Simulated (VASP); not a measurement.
# Mo (Im-3m) in VASP: notebook, part 2 of 2

VASP 6.6.1. Earlier steps stand in the parts before.

## (4) Relaxation of cell and atoms, PBE

This run uses another cell than the first one, of 15.80 Å³/atom, 1.144 times its volume.

INCAR

```
  PREC = Accurate
  ENCUT = 600
  EDIFF = 1E-7
  ISMEAR = 1
  SIGMA = 0.1
  LREAL = F
  LASPH = T
  NELM = 80
  ALGO = Normal
  ISIF = 3
  LWAVE = F
  LCHARG = F
  GGA = PE
  IBRION = 2
  NSW = 90
  EDIFFG = -0.005
  KPAR = 2
```

KPOINTS

```
regular mesh
0
Gamma
  16 16 16
```

POSCAR

```
Mo                                      
1.0
   -1.5808923905      1.5808923905      1.5808923905
    1.5808923905     -1.5808923905      1.5808923905
    1.5808923905      1.5808923905     -1.5808923905
  Mo            
     1
Direct
     0.0000000000000000    0.0000000000000000    0.0000000000000000
```

Potentials or basis: VASP PAW PBE potentials, release 64 (Mo_sv).

Started as:

```console
> cat potpaw_PBE.64/Mo_sv/POTCAR > POTCAR
> mpirun -np 2 vasp_std > vasp.out
```

OUTCAR:

```text
PREC = Accurate
   ENCUT = 600
   EDIFF = 1E-7
   ISMEAR = 1
   LREAL = F
   LASPH = T
   NELM = 80
   ISIF = 3
   GGA = PE
   IBRION = 2
   NSW = 90
   EDIFFG = -0.005

 ion  position               nearest neighbor table
   1  0.000  0.000  0.000-

  LATTYP: Found a body centered cubic cell.
 ALAT       =     3.1617847810

  Lattice vectors:

 A1 = (  -1.5808923905,   1.5808923905,   1.5808923905)
 A2 = (   1.5808923905,  -1.5808923905,   1.5808923905)
[... 520 lines left out ...]
 [... further k-points ...]

------------------------ aborting loop because EDIFF is reached ----------------------------------------

  FORCE on cell =-STRESS in cart. coord.  units (eV):
  Direction    XX          YY          ZZ          XY          YZ          ZX
  --------------------------------------------------------------------------------------
  -------------------------------------------------------------------------------------
  Total       -0.0045823     -0.0045823     -0.0045823     -0.0000000     -0.0000000      0.0000000
  in kB       -0.4645425     -0.4645425     -0.4645425     -0.0000000     -0.0000000      0.0000000
  external PRESSURE =      -0.4645425 kB  Pullay stress =       0.0000000 kB

 VOLUME and BASIS-vectors are now :
 -----------------------------------------------------------------------------
  energy-cutoff  :      600.00
  volume of cell :       15.80
      direct lattice vectors                 reciprocal lattice vectors
    -1.580892391  1.580892391  1.580892391     0.000000000  0.316277062  0.316277062
     1.580892391 -1.580892391  1.580892391     0.316277062  0.000000000  0.316277062
     1.580892391  1.580892391 -1.580892391     0.316277062  0.316277062  0.000000000

 POSITION                                       TOTAL-FORCE (eV/Angst)
 -----------------------------------------------------------------------------------
      0.00000      0.00000      0.00000         0.000000     -0.000000      0.000000
 -----------------------------------------------------------------------------------
    total drift:                               -0.000000      0.000000      0.000000

  FREE ENERGIE OF THE ION-ELECTRON SYSTEM (eV)
  ---------------------------------------------------
  free  energy   TOTEN  =       -10.9403565401 eV

  energy  without entropy=      -10.9409680476  energy(sigma->0) =      -10.94056038

 reached required accuracy - stopping structural energy minimisation
```

OSZICAR:

```text
N       E                     dE             d eps       ncg     rms          rms(c)
DAV:   1     0.102695400028E+03    0.10270E+03   -0.89427E+03  3190   0.145E+03
DAV:   2    -0.997881111595E+01   -0.11267E+03   -0.10893E+03  3475   0.364E+02
DAV:   3    -0.116040006021E+02   -0.16252E+01   -0.16086E+01  3687   0.435E+01
DAV:   4    -0.116086771466E+02   -0.46765E-02   -0.46761E-02  3478   0.269E+00
DAV:   5    -0.116087014296E+02   -0.24283E-04   -0.24283E-04  3733   0.195E-01    0.144E+01
DAV:   6    -0.110201274777E+02    0.58857E+00   -0.10548E+00  3466   0.124E+01    0.381E+00
DAV:   7    -0.109437904877E+02    0.76337E-01   -0.20631E-01  3698   0.512E+00    0.960E-01
DAV:   8    -0.109402800423E+02    0.35104E-02   -0.41728E-03  3355   0.947E-01    0.172E-01
DAV:   9    -0.109403476873E+02   -0.67645E-04   -0.12415E-04  3726   0.154E-01    0.723E-02
DAV:  10    -0.109403565265E+02   -0.88392E-05   -0.12184E-05  3439   0.471E-02    0.731E-03
DAV:  11    -0.109403565401E+02   -0.13537E-07   -0.40998E-07  3814   0.706E-03
   1 F= -.10940357E+02 E0= -.10940560E+02  d E =-.109404E+02
```

CONTCAR:

```text
Mo
   1.00000000000000
    -1.5808923905000001    1.5808923905000001    1.5808923905000001
     1.5808923905000001   -1.5808923905000001    1.5808923905000001
     1.5808923905000001    1.5808923905000001   -1.5808923905000001
  Mo
     1
Direct
     0.0000000000000000    0.0000000000000000    0.0000000000000000

  0.00000000E+00  0.00000000E+00  0.00000000E+00
```

It took 5.2 s on 2 MPI ranks of Intel Xeon 6975P-C (Granite Rapids), shared host; peak memory 0.15 GiB.

Results:

| Property | Result |
| --- | --- |
| Free energy | -10.9404 eV |
| Pressure after relaxing | 0.0 GPa |
| Band gap on the k mesh | none (metal or under the smearing width) |

Final structure:
```
CELL_PARAMETERS angstrom
-1.58089 1.58089 1.58089
1.58089 -1.58089 1.58089
1.58089 1.58089 -1.58089
ATOMIC_POSITIONS crystal
Mo 0.00000 0.00000 0.00000
```

Levels at points of the mesh, in eV from the Fermi level:
```tsv
k point	band 3	band 4	band 5	band 6	band 7	band 8	band 9	band 10	band 11
(0.00, 0.00, 0.00)	-34.57	-34.57	-7.20	-1.34	-1.34	-1.34	1.64	1.64	14.81
(0.50, 0.00, 0.00)	-35.00	-34.58	-5.26	-3.35	1.58	1.66	2.29	4.67	11.48
(0.50, 0.50, 0.50)	-35.50	-35.50	-5.36	-5.36	3.92	3.92	3.92	8.98	8.98
```

Caveat: the relaxation stopped at its first step, so nothing moved.

## (5) Relaxation of cell and atoms, PBEsol

This run uses another cell than the first one, of 15.58 Å³/atom, 1.128 times its volume.

INCAR

```
PREC     = Accurate       # precision mode
ENCUT    = 600            # plane-wave cutoff, eV
EDIFF    = 1E-6           # SCF threshold, eV
ISMEAR   = 1              # smearing method
SIGMA    = 0.1            # smearing width, eV
LREAL    = F              # projectors in reciprocal space
LASPH    = T              # aspherical terms in the spheres
NELM     = 80             # most SCF steps
ALGO     = Normal         # electronic algorithm
ISIF     = 3              # what is computed and relaxed
LWAVE    = F              # write WAVECAR
LCHARG   = F              # write CHGCAR
GGA      = PS             # functional
IBRION   = 2              # ionic algorithm
NSW      = 90             # ionic steps
EDIFFG   = -0.01          # ionic threshold
KPAR     = 4
```

KPOINTS

```
Automatic mesh
0
Gamma
  16 16 16
```

POSCAR

```
Mo
1.0
   -1.5734150000      1.5734150000      1.5734150000
    1.5734150000     -1.5734150000      1.5734150000
    1.5734150000      1.5734150000     -1.5734150000
Mo
1
Direct
    0.0000000000      0.0000000000      0.0000000000
```

Started as:

```console
> cat potpaw_PBE.64/Mo_sv/POTCAR > POTCAR
> mpirun -np 4 vasp_std > vasp.out
```

Run time: 6.8 s. Hardware: 4 MPI ranks of Intel Xeon 6975P-C (Granite Rapids), shared host; peak memory 0.16 GiB.

Results (log left out):

| Item | Value |
| --- | --- |
| Free energy | -11.7836 eV |
| Relaxed volume | 15.35 Å³/atom |
| Relaxed cell | a = 2.711 Å, b = 2.711 Å, c = 2.711 Å, α = 109.47°, β = 109.47°, γ = 109.47° |
| Space group after relaxing (to 0.05 Å) | Im-3m (No. 229) |
| Energy gained by relaxing | 3.2 meV/atom |
| Ionic steps | 3 |
| Pressure after relaxing | -0.1 GPa |
| Band gap on the k mesh | none (metal or under the smearing width) |

The path:
| step | energy change (eV) | largest force (eV/Å) | pressure (GPa) | volume (Å³) |
| --- | --- | --- | --- | --- |
| 1 | 0.0000 | 0.0000 | -4.22 | 15.58 |
| 2 | 0.0245 | 0.0000 | 13.81 | 14.67 |
| 3 | -0.0032 | 0.0000 | -0.06 | 15.35 |

Final structure:
```cif
data_structure
_symmetry_space_group_name_H-M 'P 1'
_symmetry_Int_Tables_number 1
_cell_length_a 2.7115
_cell_length_b 2.7115
_cell_length_c 2.7115
_cell_angle_alpha 109.471
_cell_angle_beta 109.471
_cell_angle_gamma 109.471
_cell_volume 15.35
loop_
_atom_site_label
_atom_site_type_symbol
_atom_site_fract_x
_atom_site_fract_y
_atom_site_fract_z
_atom_site_occupancy
Mo1 Mo 0.00000 0.00000 0.00000 1
```

Levels at points of the mesh, in eV from the Fermi level:
```csv
k point,band 5,band 6,band 7,band 8,band 9,band 10
"(0.00, 0.00, 0.00)",-7.36,-1.41,-1.41,-1.41,1.67,1.67
"(0.50, 0.00, 0.00)",-5.47,-3.51,1.67,1.72,2.36,4.91
"(0.50, 0.50, 0.50)",-5.62,-5.62,4.11,4.11,4.11,9.16
```

Caveat: the PAW data sets were made with another functional, which shifts forces and pressure a little.

## (6) Relaxation of cell and atoms, PBEsol

This run uses another cell than the first one, of 15.35 Å³/atom, 1.111 times its volume.

INCAR, as its differences from that of step 5:

```diff
@@ -2,3 +2,3 @@
 ENCUT    = 600            # plane-wave cutoff, eV
-EDIFF    = 1E-6           # SCF threshold, eV
+EDIFF    = 1E-7           # SCF threshold, eV
 ISMEAR   = 1              # smearing method
@@ -15,3 +15,3 @@
 NSW      = 90             # ionic steps
-EDIFFG   = -0.01          # ionic threshold
+EDIFFG   = -0.005         # ionic threshold
 KPAR     = 4
```

KPOINTS is that of step 5.

POSCAR

```
Mo                                      
1.0
   -1.5654746325      1.5654746325      1.5654746325
    1.5654746325     -1.5654746325      1.5654746325
    1.5654746325      1.5654746325     -1.5654746325
  Mo            
     1
Direct
     0.0000000000000000    0.0000000000000000    0.0000000000000000
```

Potentials or basis: VASP PAW PBE potentials, release 64 (Mo_sv).

Started as:

```console
> cat potpaw_PBE.64/Mo_sv/POTCAR > POTCAR
> mpirun -np 4 vasp_std > vasp.out
```

Wall time 6.1 s (4 MPI ranks of Intel Xeon 6975P-C (Granite Rapids), shared host); peak memory 0.15 GiB.

It converged, with:

```
Free energy                            : -11.7834 eV
Relaxed volume                         : 15.34 Å³/atom
Relaxed cell                           : a = 2.711 Å, b = 2.711 Å, c = 2.711 Å, α = 109.47°, β = 109.47°, γ = 109.47°
Space group after relaxing (to 0.05 Å) : Im-3m (No. 229)
Energy gained by relaxing              : 0.0 meV/atom
Ionic steps                            : 3
Pressure after relaxing                : 0.0 GPa
Band gap on the k mesh                 : none (metal or under the smearing width)
```

Final structure:
```
Mo
1.0
    -1.56533    1.56533    1.56533
     1.56533   -1.56533    1.56533
     1.56533    1.56533   -1.56533
Mo
1
Direct
  0.00000 0.00000 0.00000
```

Levels at points of the mesh, in eV from the Fermi level:
| k point | band 5 | band 6 | band 7 | band 8 | band 9 | band 10 |
| --- | --- | --- | --- | --- | --- | --- |
| (0.00, 0.00, 0.00) | -7.36 | -1.41 | -1.41 | -1.41 | 1.67 | 1.67 |
| (0.50, 0.00, 0.00) | -5.48 | -3.51 | 1.67 | 1.72 | 2.37 | 4.91 |
| (0.50, 0.50, 0.50) | -5.62 | -5.62 | 4.11 | 4.11 | 4.11 | 9.16 |

Caveat: the PAW data sets were made with another functional, which shifts forces and pressure a little.

## (7) Summary

```tsv
level	cell	target pressure	gap on the mesh (eV)	pressure (GPa)
r2SCAN	relaxed to 45 GPa	45 GPa	none	45.0
PBE	relaxed	-	none	0.0
PBEsol	relaxed	-	none	0.0
```

Alike in all rows: task relaxation of cell and atoms; potentials or basis VASP PAW PBE potentials, release 64 (Mo_sv); no spin polarisation; k mesh 16 × 16 × 16; cutoff (eV) 600; smearing methfessel-paxton 0.1 eV.

Caveats: the relaxation stopped at its first step, so nothing moved (some runs); the PAW data sets were made with another functional, which shifts forces and pressure a little (some runs); the cell is relaxed towards a set pressure, so the enthalpy falls and the energy may rise (some runs).

Total energies depend on the potentials used, so only differences within one code and one set of settings carry meaning.
